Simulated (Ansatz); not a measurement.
# C (Diamond): gaps at several levels of theory

One table from this session's results is given with a row withheld; the runs are named, their logs left out.

Method: DFT PBEsol, scalar-relativistic, plane waves, PAW, in Ansatz 0.2.0.

That is the level of the relaxation; later steps name their own.

1 further run of the same task is left out (set aside as unsound or not needed).

**The structure to begin with**

It takes space group Fd-3m (No. 227, cubic). The conventional cell has a = 3.554 Å, b = 3.554 Å, c = 3.554 Å, α = 90.00°, β = 90.00°, γ = 90.00°. C (site symmetry -43m) has 4 C at 1.54 Å as nearest neighbours.

Coordinates:

```cif
data_structure
_symmetry_space_group_name_H-M 'P 1'
_symmetry_Int_Tables_number 1
_cell_length_a 2.5129
_cell_length_b 2.5129
_cell_length_c 2.5129
_cell_angle_alpha 60.000
_cell_angle_beta 60.000
_cell_angle_gamma 60.000
_cell_volume 11.22
loop_
_atom_site_label
_atom_site_type_symbol
_atom_site_fract_x
_atom_site_fract_y
_atom_site_fract_z
_atom_site_occupancy
C1 C 0.00000 0.00000 0.00000 1
C2 C 0.25000 0.25000 0.25000 1
```

This cell was relaxed beforehand with the same method: volume 5.61 Å³/atom, gap on the mesh 4.07 eV.

Set-up of the first run:

Contents of input.yaml:

```yaml
crystal:
  lattice:
    - [0.0, 1.7769046136, 1.7769046136]
    - [1.7769046136, 0.0, 1.7769046136]
    - [1.7769046136, 1.7769046136, 0.0]
  atoms:
    - { symbol: C, position: [0.0, 0.0, 0.0] }
    - { symbol: C, position: [0.25, 0.25, 0.25] }
basis:
  ecutwfc: 250
kpoints:
  mp_grid: { grid: [6, 6, 6] }
  band_path:
    path:
      - [0.0, 0.0, 0.0]
      - [0.5, 0.0, 0.5]
      - [0.625, 0.25, 0.625]
      - [0.375, 0.375, 0.75]
      - [0.5, 0.5, 0.5]
      - [0.5, 0.25, 0.75]
      - [0.0, 0.367187, 0.367188]
    npoints: 1
hamiltonian:
  xc: pbesol
scf:
  occupations: { method: gaussian, width: 0.02 }
  n_extra_bands: 4
output:
  forces: true
  stress: true
  eigenvalues: true
```

On the command line:

```
> ansatz run input.yaml --threads 1 --pin off --max-ram 2560MiB --backend cpu --events-out ev --progress --plain --runs-dir out
```

Steps of the session up to this table: Levels with PBEsol, 250 eV and coarse mesh; The run at LDA; The run at PBE0; Levels with Hartree-Fock.

One of the session's tables, all rows but one given; the rest of the session is left out.

```
                         level  gap (eV)  least direct gap (eV)
PBEsol, 250 eV and coarse mesh         ?                      ?
                           LDA      4.13                   5.57
                          PBE0      6.06                   7.74
                  Hartree-Fock     12.60                  14.81
```

**Question.** Estimate the row for PBEsol, 250 eV and coarse mesh.

**Answer.** gap (eV): 4.11; least direct gap (eV): 5.81. In the column «gap (eV)» it is the lowest.

Gaps are by band count over the mesh and the named points; a gap of 0 means that the bands overlap or touch.

To keep in mind: Warnings in the runs' records: cutoff below recommended.
